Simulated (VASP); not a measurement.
**VASP inputs for SnTe (strained rocksalt)**

INCAR

```
NSW = 0
PREC = Accurate
IBRION = -1
GGA = PE
LASPH = .TRUE.
LCHARG = .FALSE.
NBANDS = 17
ISMEAR = -1
NELM = 120
LWAVE = .FALSE.
EDIFF = 1E-7
ISIF = 2
ENCUT = 520
LREAL = .FALSE.
SIGMA = 0.02
```

KPOINTS

```
KPOINTS created by Atomic Simulation Environment
0
Gamma
8 8 8
0 0 0
```

KPOINTS_OPT

```
special points
7
Reciprocal
0.0000000000 0.0000000000 0.0000000000 1
0.5000000000 0.0000000000 0.5000000000 1
0.6250000000 0.2500000000 0.6250000000 1
0.3750000000 0.3750000000 0.7500000000 1
0.5000000000 0.5000000000 0.5000000000 1
0.5000000000 0.2500000000 0.7500000000 1
0.0000000000 0.0000000000 0.5000000000 1
```

POSCAR

```
Sn Te
 1.0000000000000000
     0.0000000000000000    3.3169035593000000    3.1798978251999999
     3.3169035593000000    0.0000000000000000    3.1798978251999999
     3.3169035593000000    3.3169035593000000    0.0000000000000000
 Sn  Te
   1   1
Cartesian
  0.0000000000000000  0.0000000000000000  0.0000000000000000
  3.3169035592999996  3.3169035592999996  3.1798978251999994
```

VASP ran with the recommended PBE PAW datasets (20 valence electrons in the cell).

Task: Predict the results.

Result: gap between bands v and c 0.14 eV; least direct gap 0.14 eV; pressure -2.0 GPa.

Band v is the last that the valence electrons fill when counted band by band, and c is the next. Levels in eV from the top of v:

```
point    v−1      v     c   c+1
    Γ  -1.61  -1.61  2.89  2.89
    X  -3.33  -2.88  2.73  4.06
    K  -2.77  -2.48  2.88  2.90
    L  -1.42   0.00  0.14  0.54
    W  -4.07  -0.82  0.90  4.44
```
